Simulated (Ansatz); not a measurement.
**H (P6_3/mmc), stationary points along a deformation path**

All numbers below come from Ansatz 0.2.0, DFT PBE, scalar-relativistic, plane waves, PAW. The runs took a 420 eV cutoff, a Γ-centred 9×9×6 mesh and Gaussian smearing (0.05 eV). No spin polarisation. Energies are free energies at this smearing, counted from the undisturbed cell; pressure is positive in compression.

The starting cell (as given, not relaxed at this level; it stands at 0.4 GPa, and it needn't be the usual structure):

```xyz
4
Lattice="3.8401 0.0000 0.0000 -1.9201 3.3257 0.0000 0.0000 0.0000 5.0467" Properties=species:S:1:pos:R:3 pbc="T T T"
H     0.0000    2.2171    0.8907
H     1.9201    1.1086    3.4140
H     1.9201    1.1086    4.1559
H     0.0000    2.2171    1.6326
```

The cell holds molecules and no dispersion correction was added, so their binding is poorly described.

At fixed volume and fractional coordinates, lengths along (0.000, 0.000, 1.000) are scaled against those across it; ρ is that ratio over its starting value. V = 16.113 Å³/atom. Δσ is the stress along the axis less the mean stress across it (compression positive).

```
    ρ  ΔE (meV/atom)  Δσ (GPa) space group
0.800          136.9     17.76     P6_3/mmc
0.850           74.7     12.88     P6_3/mmc
0.920           22.4      6.93     P6_3/mmc
0.960            6.9      3.92     P6_3/mmc
1.000            0.0      1.16     P6_3/mmc
1.050            1.4     -1.98     P6_3/mmc
1.100           12.0     -4.81     P6_3/mmc
1.200           54.6     -9.71     P6_3/mmc
1.300          117.8    -13.76     P6_3/mmc
```

Q: How does the stress give the slope of the energy, and where is the energy stationary?

A: Along the path d ln(length) is 2/3 d ln ρ on the axis and −1/3 d ln ρ across it, so dE/d ln ρ = −(2/3) V Δσ: the energy falls with ρ where Δσ is positive. Δσ vanishes or changes sign between ρ = 1.000 and 1.050, a minimum (near 1.02 by linear interpolation). Pairs of stationary points between two samples would go unseen, and could change a minimum read from distant neighbours into a maximum.

Q: Integrate that slope from ρ = 1 to 1.200 by the trapezoid rule.

A: With V/N in Å³ and 1 eV/Å³ = 160.2 GPa the slopes at ρ = 1.000, 1.050, 1.100, 1.200 are -78, 133, 323, 651 meV/atom per unit of ln ρ. The steps add 1.3 + 10.6 + 42.3 = 54.3 meV/atom, against 54.6 from the energies; the trapezoid rule misses the curvature of the slope within each step.

Forces appear on the atoms along this scan, and letting them relax would lower the energy and soften the response.